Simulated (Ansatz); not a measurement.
# MoSi2P4 monolayer in a perpendicular field, part 2 of 2

Aim: how the MoSi2P4 monolayer screens a field along its normal, and what the field does to its bands. A positive field points along +c.

Ansatz 0.2.0; plane-wave DFT, PBE-D3(BJ), Ansatz PAW (set soft_1); PAW set soft_1.

So far. Step 2 (Relaxing the slab): The lattice constant a goes from 3.480 to 3.415 Å.

### 3. Atoms held, field 0

A sawtooth potential applies the field, turning back in the middle of the vacuum. With the dipole correction the typed value is the field outside the slab. The induced dipole is small, so the SCF threshold is tight.

The cell differs from the one that the last finished run ended in (c 47.564 → 27.427 Å).

input.yaml

```yaml
crystal:
  lattice:
    - [3.4149895619, 0.0, 0.0]
    - [-1.7074947809, 2.9574677142, 0.0]
    - [0.0, 0.0, 27.4267094094]
  atoms:
    - { symbol: P, position: [0.0, 0.0, 0.3281472766] }
    - { symbol: Si, position: [0.3333333333, 0.6666666667, 0.3662368305] }
    - { symbol: P, position: [0.3333333333, 0.6666666667, 0.447768335] }
    - { symbol: Mo, position: [0.0, 0.0, 0.5] }
    - { symbol: P, position: [0.3333333333, 0.6666666667, 0.552231665] }
    - { symbol: Si, position: [0.3333333333, 0.6666666667, 0.6337631695] }
    - { symbol: P, position: [0.0, 0.0, 0.6718527234] }
kpoints:
  mp_grid: { grid: [18, 18, 1] }
  band_path:
    path: [[0, 0, 0], [0.5, 0, 0], [0.33333333, 0.33333333, 0], [0, 0, 0]]
    npoints: 16
hamiltonian:
  xc: pbe
  dispersion: d3bj
  pseudopotentials: { kind: paw, azcp: { folder: soft_1 } }
scf:
  occupations: { method: fermi_dirac, width: 0.02585 }
  convergence: { dr2_threshold: 1.0e-10 }
efield:
  axis: 3
  dipole_correction: true
  ramp_position: 0.97
  ramp_width: 0.06
  amplitude: 0
output:
  dos: { projected: true, e_range: [-6, 5] }
  write_potential: true
  write_density: true
  volumetric_format: npy
  elf: true
```

Started as:

```bash
$ ansatz run input.yaml --threads 2 --pin off --max-ram 3072MiB --backend cpu --events-out ev --progress --plain --runs-dir out
```

Numbers of over 12 decimals in the logs are rounded to 6 here.

The program printed:

```text
[...]
Crystal: 7 atoms, lattice volume = 277.002 Å³
Basis set: ecut = 420 eV, 5395 PW (Γ)
Bands: 28, of which v1, the nominal top of the filled ones, is band 21 counted from 1 (20 counted from 0)
Symmetry: 6 space group operations
k-points: 37 of 324 (time reversal used)
[...]
SCF iter   1: F=—  HF=-9256.916322 eV  |F-HF|=—  |Δ(HF+E_count)|=         —  Δρ=4.48e-2  dr2=7.15e0  ethr=3.10e-3  p=0.000 e·Å  D=6.37e-14 V/Å  ΔV_dip=-0.00 eV  dr2_dipole=2.05e-10  V_vac-E_F(+/−)=5.85/5.85 eV  ⟨swp⟩=12.4  Hψ=7716  notcnv=0
efield: sawtooth ramp at fractional position 0.9700 (set: `efield.ramp_position`, or a place that a band, a saddle search or an elastic batch's reference lends), width 0.0600; the density the first Hamiltonian is built on has a dipole p = 0.000 e·Å; the dipole correction subtracts the counter field D = 6.37e-14 V/Å, which shifts the + side's vacuum level by -0.00 eV against the − side's; the planar-averaged density in the ramp window peaks in size at 9.2e-7 e/Å³
[...]
SCF iter   2: F=—  HF=-9257.237627 eV  |F-HF|=—  |Δ(HF+E_count)|=   3.21e-1  Δρ=4.79e-2  dr2=1.92e1  ethr=3.10e-3  p=-0.000 e·Å  D=-8.17e-6 V/Å  ΔV_dip=0.00 eV  dr2_dipole=3.46e-8  V_vac-E_F(+/−)=6.38/6.38 eV  ⟨swp⟩=4.5  Hψ=3125  notcnv=0  defer=65  recentre
[...]
SCF iter  16: F=-9255.153763 eV  HF=-9255.153763 eV  |F-HF|=1.82e-11  |Δ(HF+E_count)|=  9.09e-11  Δρ=7.78e-8  dr2=5.30e-11  ethr=1.00e-12  p=0.000 e·Å  D=1.38e-8 V/Å  ΔV_dip=-0.00 eV  dr2_dipole=4.20e-13  V_vac-E_F(+/−)=4.93/4.93 eV  ⟨swp⟩=13.2  Hψ=3844  notcnv=0
SCF 1 converged in 16 iterations: F = -9255.153763 eV  dr2 = 5.30e-11
[...]
NSCF: frozen V_eff on 49 k-points
efield: sawtooth ramp at fractional position 0.9700 (kept from the solve that this one continues, or follows in the run), width 0.0600; the density the first Hamiltonian is built on has a dipole p = 0.000 e·Å; the dipole correction subtracts the counter field D = 1.38e-8 V/Å, which shifts the + side's vacuum level by -0.00 eV against the − side's; the planar-averaged density in the ramp window peaks in size at 8.6e-7 e/Å³
[...]
SCF converged after 16 iterations
Free energy (F): -9255.153763 eV
[...]
Internal energy: -9255.153763 eV  (E = F + TS)
E sigma→0 (E₀):  -9255.153763 eV
Fermi energy:    1.470436 eV
Dipole field:    D = -0.000001 V/Å  (p = -0.000001 e·Å, saw-weighted, corrected)
Work function:   Φ+ = 4.9297 eV   Φ− = 4.9296 eV
Levels:          The Fermi level and band energies are counted from a zero that moves with the ramp; work functions are not
[...]
--- Band table (eV; the first three rows and the last of 37) ---
  k-point 0: bands = [... 17 lower, 0.3523, 0.4114, 0.4114, 0.7466, 3.7836, 3.7836, 4.0921, 4.0921, ... 3 higher]
  k-point 1: bands = [... 17 lower, 0.2234, 0.2554, 0.3209, 0.7665, 3.6707, 3.8719, 3.9335, 4.1157, ... 3 higher]
  k-point 2: bands = [... 17 lower, 0.0083, 0.0905, 0.1639, 0.7240, 3.4231, 3.5662, 4.0898, 4.0929, ... 3 higher]
  k-point 36: bands = [... 17 lower, -1.7136, -0.4916, 0.1928, 0.9753, 1.9654, 2.5199, 2.6456, 3.5584, ... 3 higher]
```

Run time: 27 s. Hardware: 2 threads of Arm Neoverse V2, shared host; peak memory 0.64 GiB; 54 s of CPU time.

This step gave:

```
gap on the k-mesh                  : 0.9901 eV
dipole along the normal            : -1.11e-6 e·Å
gap along the path                 : 0.9901 eV
smallest direct gap along the path : 0.9901 eV
ionisation energy, upper face      : 5.425 eV
electron affinity, upper face      : 4.435 eV
gap, the smaller of path and mesh  : 0.9901 eV
```

Running mean over a fixed 2.7 Å (it still follows the layers) of the planar mean; the ramp of the sawtooth is left out. Electron's electrostatic potential energy less the Fermi level against z:

z (Å), electron's electrostatic potential energy less the Fermi level (eV) and a bar from the least value:
```
        4        4.9 ##############################
        5        4.9 ##############################
        6        4.9 ##############################
        7        4.0 ############################
        8       -0.9 ###################
        9       -6.2 ########
       10       -6.9 #######
       11       -4.8 ###########
       12       -5.2 ##########
       13      -10.1 #
       14      -10.5 
       15       -7.4 ######
       16       -4.7 ###########
       17       -5.7 #########
       18       -7.4 ######
       19       -3.4 ##############
       20        2.4 #########################
       21        4.8 ##############################
       22        4.9 ##############################
       23        4.9 ##############################
       24        4.9 ##############################
```

The density of states has structure finer than the step of the table below, so its rows give means over 0.25 eV, whole bins alone (the curve runs from -6 to 2.49 eV). Peaks (eV: height): -5.530: 9.99, -2.720: 9.03, -2.330: 6.97, -2.090: 14.3, -1.340: 8.02, 1.310: 8.60, 1.910: 6.93.

Table of density of states by energy, zero at the Fermi level of the run, which the smearing sets inside the gap; means over each step:

| energy (eV) | density of states (states/eV a cell) |
| --- | --- |
| -5.75 | 3.88 |
| -5.50 | 4.05 |
| -5.25 | 3.34 |
| -5.00 | 4.04 |
| -4.75 | 3.73 |
| -4.50 | 3.64 |
| -4.25 | 2.93 |
| -4.00 | 3.71 |
| -3.75 | 3.91 |
| -3.50 | 3.36 |
| -3.25 | 4.98 |
| -3.00 | 4.98 |
| -2.75 | 7.35 |
| -2.50 | 4.78 |
| -2.25 | 5.35 |
| -2.00 | 8.35 |
| -1.75 | 5.10 |
| -1.50 | 3.16 |
| -1.25 | 4.55 |
| -1.00 | 2.79 |
| -0.75 | 1.67 |
| -0.50 | 0.207 |
| -0.25 | 0 |
| 0.00 | 0 |
| 0.25 | 0 |
| 0.50 | 0.228 |
| 0.75 | 0.977 |
| 1.00 | 1.95 |
| 1.25 | 6.47 |
| 1.50 | 5.22 |
| 1.75 | 5.20 |
| 2.00 | 4.11 |
| 2.25 | 3.26 |

Projected DOS per atom over height of the atomic layer and energy from the Fermi level. Layers: P Si P Mo P Si P from below.

Values in states/eV, 22 rows by 7 columns, each cell a mean:
```
0.32 0.41 0.38 0.61 0.38 0.41 0.32
0.48 0.51 0.56 1.28 0.56 0.51 0.48
0.48 0.48 0.48 2.29 0.48 0.48 0.48
0.30 0.34 0.27 1.66 0.27 0.34 0.30
0.03 0.05 0.07 0.59 0.07 0.05 0.03
0.00 0.00 0.00 0.03 0.00 0.00 0.00
0.00 0.00 0.00 0.00 0.00 0.00 0.00
0.00 0.00 0.01 0.10 0.01 0.00 0.00
0.10 0.04 0.17 1.13 0.17 0.04 0.10
0.36 0.13 0.53 1.89 0.53 0.13 0.36
0.64 0.18 0.57 0.90 0.57 0.18 0.64
1.46 0.32 1.03 1.58 1.03 0.32 1.46
0.85 0.25 0.71 1.21 0.71 0.25 0.85
1.18 0.46 0.92 1.33 0.92 0.46 1.18
0.91 0.47 0.71 0.89 0.71 0.47 0.91
0.53 0.37 0.46 0.70 0.46 0.37 0.53
0.55 0.45 0.50 0.86 0.50 0.45 0.55
0.43 0.36 0.46 0.63 0.46 0.36 0.43
0.41 0.34 0.69 0.75 0.69 0.34 0.41
0.41 0.46 0.90 0.70 0.90 0.46 0.41
0.50 0.49 0.58 0.41 0.58 0.49 0.50
0.38 0.41 0.42 0.37 0.42 0.41 0.38
```
Columns: height of the atomic layer (Å) from 9 to 18.4 (not evenly spaced); rows upwards: energy from the Fermi level (eV) from -5.96 to 2.41.

The electronic bands at the labelled points (eV, zero at the Fermi level of the run, which the smearing sets inside the gap):

| point | band 18 | band 19 | band 20 | band 21 | band 22 | band 23 | band 24 | band 25 |
| --- | --- | --- | --- | --- | --- | --- | --- | --- |
| Γ | -1.12 | -1.06 | -1.06 | -0.72 | 2.31 | 2.31 | 2.62 | 2.62 |
| halfway | -2.11 | -2.04 | -1.73 | -1.24 | 1.35 | 1.62 | 2.08 | 2.22 |
| M | -2.31 | -2.17 | -1.73 | -1.01 | 1.08 | 1.19 | 1.29 | 1.52 |
| halfway | -2.60 | -2.09 | -1.65 | -0.90 | 0.86 | 1.20 | 1.63 | 2.55 |
| K | -3.18 | -1.96 | -1.28 | -0.50 | 0.49 | 1.05 | 1.18 | 2.09 |
| halfway | -2.25 | -2.12 | -1.67 | -1.32 | 1.42 | 1.68 | 1.91 | 3.11 |
| Γ | -1.12 | -1.06 | -1.06 | -0.72 | 2.31 | 2.31 | 2.62 | 2.62 |

Electrostatic potential energy in the ca plane at fractional y = 0.667, with atoms of Si and P within 0.2 Å of it. With pseudopotentials it is smooth inside the atoms' cores, unlike the true potential.

Values in eV, 5 rows by 16 columns, each cell a mean:
```
  6   6   6   6   6   6   4  -3   0   4   4  -1  -9   2   4   3
  6   6   6   6   6   6   5  -1  -3   1   0  -2  -5  -2   2  -1
  6   6   6   6   6   6   5  -2 -26 -14 -28 -22  -2 -32 -17 -21
  6   6   6   6   6   6   5  -3 -24 -18 -35 -29  -3 -40 -23 -22
  6   6   6   6   6   6   5   0 -12  -3  -8  -7  -2 -11  -3  -8
```
Columns run along c (16.0 Å, from fractional 0.06 to 0.64 of the cell; values clipped at the 3rd and 97th percentile), rows up along a (3.4 Å). Atoms in or near the plane, at fractional coordinates: Si at (0.37, 0.33), P at (0.45, 0.33), P at (0.55, 0.33), Si at (0.63, 0.33).

ELF in the ca plane at fractional y = 0.667, with atoms of Si and P within 0.2 Å of it. It is the smooth field of the valence electrons, not physical close to the nuclei.

Ten even steps from '0' (0.00) to '9' (0.93), each cell a mean:
```
00000135777776531113431222234311135677777531
00000136787766420012221222122210024667787631
00000024677777642235653222366532246777776420
00000001245788755667887323788766557887542100
00000000012565458985367425763589844565210000
00000000001323459992015424500399954333100000
00000000002443359983036425620399943344200000
00000000124677557887787424787788755776421000
00000013456788754457885212588654457887654210
```
Columns run along c (16.0 Å, from fractional 0.18 to 0.77 of the cell), rows up along a (3.4 Å). Atoms in or near the plane, at fractional coordinates: Si at (0.37, 0.33), P at (0.45, 0.33), P at (0.55, 0.33), Si at (0.63, 0.33).

Valence density in the ca plane at fractional y = 0.667, with atoms of Si and P within 0.2 Å of it. It is the smooth field of the valence electrons, not physical close to the nuclei.

Ten even steps from '0' (0.00 e/Å³) to '9' (0.81 e/Å³), each cell a mean:
```
00000000123443211011223565322110112344321000
00000000123443210001123575321100012344321000
00000000123454321112334454433211123454310000
00000000012455432345775434577533234553210000
00000000001344335677687434786776533443100000
00000000001332137895147435741698731232100000
00000000001343236796367434763697632343100000
00000000012355434457886434788754434553210000
00000000012455322123554444455321224554210000
```
Columns run along c (16.0 Å, from fractional 0.18 to 0.77 of the cell), rows up along a (3.4 Å). Atoms in or near the plane, at fractional coordinates: Si at (0.37, 0.33), P at (0.45, 0.33), P at (0.55, 0.33), Si at (0.63, 0.33).

The gap is 0.99 eV, with the valence edge 5.42 eV and the conduction edge 4.43 eV under the upper vacuum level.

### 4. Atoms held, field 0.1 V/Å

input.yaml, as its differences from that of step 3:

```diff
@@ -28,7 +28,6 @@
   dipole_correction: true
-  ramp_position: 0.97
-  ramp_width: 0.06
-  amplitude: 0
+  ramp_position: 0.9552
+  ramp_width: 0.0897
+  amplitude: 0.1
 output:
-  dos: { projected: true, e_range: [-6, 5] }
   write_potential: true
@@ -36,2 +35 @@
   volumetric_format: npy
-  elf: true
```

The program printed:

```text
[...]
Crystal: 7 atoms, lattice volume = 277.002 Å³
Basis set: ecut = 420 eV, 5395 PW (Γ)
Bands: 28, of which v1, the nominal top of the filled ones, is band 21 counted from 1 (20 counted from 0)
Symmetry: 6 space group operations
k-points: 37 of 324 (time reversal used)
[...]
k-point 0: bands = [... 17 lower, 0.3415, 0.4214, 0.4214, 0.7465, 3.7824, 3.7824, 4.0922, 4.0922, ... 3 higher]
  k-point 1: bands = [... 17 lower, 0.2240, 0.2455, 0.3300, 0.7666, 3.6693, 3.8707, 3.9336, 4.1158, ... 3 higher]
  k-point 2: bands = [... 17 lower, 0.0005, 0.0976, 0.1632, 0.7240, 3.4204, 3.5674, 4.0797, 4.1020, ... 3 higher]
  k-point 36: bands = [... 17 lower, -1.7143, -0.4928, 0.1934, 0.9748, 1.9649, 2.5191, 2.6449, 3.5582, ... 3 higher]
[key lines of the parts left out:]
SCF converged after 18 iterations
Free energy (F): -9255.156909 eV
Fermi energy:    1.469950 eV
Dipole field:    D = 0.041103 V/Å  (p = 0.062921 e·Å, saw-weighted, corrected)
```

Run time: 28 s. Hardware: 2 threads; peak memory 0.62 GiB; 55 s of CPU time.

The dipole is 0.0629 e·Å, and the gap 0.990 eV.

### 5. Single point, field -0.1 V/Å

input.yaml, as its differences from that of step 4:

```diff
@@ -30,3 +30,3 @@
   ramp_width: 0.0897
-  amplitude: 0.1
+  amplitude: -0.1
 output:
```

The program printed:

```text
[...]
Crystal: 7 atoms, lattice volume = 277.002 Å³
Basis set: ecut = 420 eV, 5395 PW (Γ)
Bands: 28, of which v1, the nominal top of the filled ones, is band 21 counted from 1 (20 counted from 0)
Symmetry: 6 space group operations
k-points: 37 of 324 (time reversal used)
[...]
k-point 0: bands = [... 17 lower, 0.3417, 0.4216, 0.4216, 0.7467, 3.7826, 3.7826, 4.0923, 4.0923, ... 3 higher]
  k-point 1: bands = [... 17 lower, 0.2242, 0.2457, 0.3302, 0.7667, 3.6695, 3.8708, 3.9338, 4.1160, ... 3 higher]
  k-point 2: bands = [... 17 lower, 0.0007, 0.0978, 0.1633, 0.7241, 3.4206, 3.5676, 4.0799, 4.1021, ... 3 higher]
  k-point 36: bands = [... 17 lower, -1.7142, -0.4926, 0.1936, 0.9750, 1.9651, 2.5193, 2.6451, 3.5584, ... 3 higher]
[key lines of the parts left out:]
SCF converged after 18 iterations
Free energy (F): -9255.156909 eV
Fermi energy:    1.470111 eV
Dipole field:    D = -0.041103 V/Å  (p = -0.062922 e·Å, saw-weighted, corrected)
```

It took 27 s on 2 threads; peak memory 0.62 GiB; 54 s of CPU time.

The dipole is -0.0629 e·Å, and the gap 0.990 eV.

### 6. Response, atoms held

This step: plane-wave DFT, PBE-D3(BJ), Ansatz PAW (set soft_1); response to a field along the normal, atoms held; PAW set soft_1 (Ansatz 0.2.0).

The dipoles give the slope, and the difference of two potentials shows where the field is screened.

Numbers from this step:

- equivalent conductor thickness p/(ε₀AE): 11.27 Å
- distance between the outer atoms: 9.427 Å

The dipole of the cell by applied field:

| applied field (V/Å) | dipole of the cell (e·Å) |
| --- | --- |
| -0.1000 | -0.0629 |
| 0.0000 | -1.1e-6 |
| 0.1000 | 0.0629 |

Local field over the applied field, running mean. From the potentials at -0.1 and 0.1 V/Å; running mean over 2.5 Å. Local field over applied field against z:

| z (Å) | local field over applied field |
| --- | --- |
| 5 | 0.995 |
| 6 | 0.961 |
| 7 | 0.781 |
| 8 | 0.434 |
| 9 | 0.125 |
| 10 | 0.0680 |
| 11 | 0.0928 |
| 12 | 0.0722 |
| 13 | 0.0432 |
| 14 | 0.0338 |
| 15 | 0.0567 |
| 16 | 0.0942 |
| 17 | 0.0748 |
| 18 | 0.0745 |
| 19 | 0.283 |
| 20 | 0.639 |
| 21 | 0.912 |
| 22 | 0.988 |
| 23 | 0.999 |

The induced electron density oscillates, so the rows of the table below give means over windows of 0.5 Å about each position, cut where the curve ends. Its maxima inside the range that stand out by 2 % of the span (Å: e/Å³ per V/Å): 8.00: 0.00369, 9.29: 8.4e-4, 11.00: 5.3e-4, 12.28: 8.1e-4, 14.57: 3.3e-4, 15.86: -2.1e-5, 17.28: 0.00155, 18.57: -4.6e-4. Its minima: 8.86: 4.6e-4, 10.14: -0.00155, 11.71: 2.1e-5, 12.86: -3.3e-4, 15.14: -8.1e-4, 16.43: -5.3e-4, 18.14: -8.4e-4, 19.43: -0.00369.

Electrons, planar mean, per unit field. The induced electron density by z; means over each step:

z (Å), induced electron density (e/Å³ per V/Å) and a bar from the least value:
```
      4.5    0.00001 ###############
      5.0    0.00002 ###############
      5.5    0.00007 ###############
      6.0    0.00020 ################
      6.5    0.00053 #################
      7.0    0.00132 #####################
      7.5    0.00269 ###########################
      8.0    0.00350 ##############################
      8.5    0.00181 #######################
      9.0    0.00059 ##################
      9.5    0.00047 #################
     10.0   -0.00113 ##########
     10.5   -0.00066 ############
     11.0    0.00043 #################
     11.5    0.00015 ################
     12.0    0.00050 #################
     12.5    0.00036 #################
     13.0   -0.00023 ##############
     13.5   -0.00008 ###############
     14.0    0.00010 ###############
     14.5    0.00023 ################
     15.0   -0.00049 #############
     15.5   -0.00039 #############
     16.0   -0.00020 ##############
     16.5   -0.00037 #############
     17.0    0.00088 ###################
     17.5    0.00094 ###################
     18.0   -0.00060 ############
     18.5   -0.00061 ############
     19.0   -0.00216 ######
     19.5   -0.00351 
     20.0   -0.00248 ####
     20.5   -0.00117 ##########
     21.0   -0.00046 #############
     21.5   -0.00017 ##############
     22.0   -0.00006 ###############
     22.5   -0.00002 ###############
     23.0   -0.00001 ###############
```

The smaller of the gaps on the path and on the k-mesh, counted as 0 under 0.03 eV. The gap stays at 0.990 eV for applied field from -0.1 to 0.1 V/Å.

By hand: between -0.1 and 0.1 V/Å the dipole changes by 0.1258 e·Å, a slope of 0.6292 e·Å²/V. A perfect conductor of thickness t has p = ε₀AEt, so t = 180.95 × 0.6292 / 10.100 = 11.27 Å (e/ε₀ = 180.95 V·Å, A in Å²).

The induced dipole is that of a conductor 11.27 Å thick.

### 7. Summary of results

```
gap without field                          : 0.990 eV
ionisation energy, upper face              : 5.42 eV
electron affinity, upper face              : 4.43 eV
equivalent conductor thickness, atoms held : 11.3 Å
```

In words: The induced dipole equals that of a perfect conductor 11.27 Å thick, while the outer atoms lie 9.43 Å apart; an out-of-plane ε follows only once a thickness t is chosen, by 1 − 1/ε = 11.27 Å / t. The gap stays within 0.01 eV of 0.99 eV over the fields run, up to 0.1 V/Å in size. Semilocal functionals give gaps that are too small, and excitons are not included. Spin-orbit coupling is left out, which matters for the bands of elements this heavy. The outer anions sit over the metal atoms, one of several polytypes of such layers and not the lowest for every compound.

[Logs are printed without paths, hosts, clocks, repeated set-up lines and the standing remarks that a program may print on its own settings, such as how far it seeks lower states.]

[Hosts, paths, dates, database ids (printed as entryN), source tags and the programs' standing remarks are cut or masked in the printed files.]

[Maps of the electrostatic potential energy from Ansatz leave out the sawtooth potential of an applied field or a dipole correction, so their vacuum need not be flat; planar profiles and work functions include it.]

[The density of states shown here was stored with 400 of the rows of the run's finer table, so its peaks can read low, often by over a quarter, or be missed, and its means over a window can be off by a tenth or more.]
